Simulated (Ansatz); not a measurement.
# Ag (Fm-3m): series of slab calculations, by script

A script is to give a series of slab calculations; the system is Ag (Fm-3m).

Computed with the Python package of Ansatz 0.2.0. Level of theory: DFT PBE, plane waves, PAW.

### Step 1. The system

The structure is cubic, space group Fm-3m (No. 225). The conventional cell has a = 4.085 Å, b = 4.085 Å, c = 4.085 Å, α = 90.00°, β = 90.00°, γ = 90.00°. Ag (site symmetry m-3m) is surrounded by 12 Ag at 2.89 Å.

The script holds or builds the structure itself.

### Step 2. The code

ag.py

```python
from dataclasses import dataclass

import ansatz as az
from ase import Atoms
from ase.build import surface
import numpy as np
from tabulate import tabulate


@dataclass
class Options:
    cutoff: int = 320
    occupations: str = 'fermi_dirac'
    kgrid: tuple[int, ...] = (8, 8, 1)


opts = Options()

atoms = Atoms(
    ['Ag'],
    scaled_positions=[
        (0.0, 0.0, 0.0),
    ],
    cell=[
        (0.0, 2.04275, 2.04275),
        (2.04275, 0.0, 2.04275),
        (2.04275, 2.04275, 0.0),
    ],
    pbc=True,
)
rows = []
for value in [3.0, 4.0, 5.0, 6.5, 8.0]:
    slab = surface(atoms, (0, 0, 1), 3, vacuum=value)
    slab.pbc = True
    calculation = az.Crystal.from_ase(slab).calculation()
    calculation = calculation.basis(opts.cutoff)
    calculation = calculation.occupations(opts.occupations)
    calculation = calculation.functional(az.Functional.PBE)
    calculation = calculation.kpoints(*opts.kgrid)
    calculation = calculation.electric_field(axis=3, dipole_correction=True)
    report = calculation.run(threads=1).report
    face = report['work_function']
    rows.append((value, len(slab), report['free_energy_ev'], face['dipole_moment_e_ang'], face.get('phi_plus_ev'), face.get('phi_minus_ev')))

print(tabulate(rows, headers=['vacuum each side (A)', 'atoms', 'F (eV)', 'dipole (e A)', 'phi upper (eV)', 'phi lower (eV)'], floatfmt='.4f', missingval='-'))
```

### Step 3. The calls as engine input

The engine receives this input (first run):

```yaml
crystal:
  lattice:
    - [2.8888847545376395, 0.0, 0.0]
    - [1.44444237726882, 2.5018475860351677, 0.0]
    - [0.0, 0.0, 10.717529049548432]
  atoms:
    - { symbol: Ag, position: [0.0, 0.0, 0.2799152664882584] }
    - { symbol: Ag, position: [0.33333333333333337, 0.33333333333333337, 0.5] }
    - { symbol: Ag, position: [0.6666666666666667, 0.6666666666666667, 0.7200847335117416] }
basis:
  ecutwfc: 320.0
kpoints:
  mp_grid:
    grid: [8, 8, 1]
hamiltonian:
  xc: pbe
efield:
  axis: 3
  dipole_correction: true
scf:
  occupations:
    method: fermi_dirac
```

### Step 4. Launch

On the command line:

```bash
python ag.py
```

**Question.** What results will this script give? Wanted: range of energy; lowest point, c.

As calculated:

| quantity | value |
| --- | --- |
| runs compared | 5 |
| range of energy | 8.63 meV/atom |
| lowest point, c (Å) | 10.718 |

Runs 1, 2, 3, 4, 5: each has a cutoff under the recommended one, so what rests on them isn't a property of the system. The lowest point is at the first value of the scan; the highest lies 8.6 meV/atom above it. Caveats:
- The cutoff lies under the one recommended for these potentials.
- The density doesn't vanish in the vacuum (a short gap or a low cutoff), which blurs the vacuum level.
- The mesh is modest for a metal, so energies can be off by several to tens of meV an atom and pressures by half a GPa or more; differences at equal mesh fare better.
- The slabs are thin, unrelaxed cuts of the structure as given, on a modest mesh, so the surface energy isn't converged; Miller indices refer to the cell as typed, and unlike faces give only a mean.
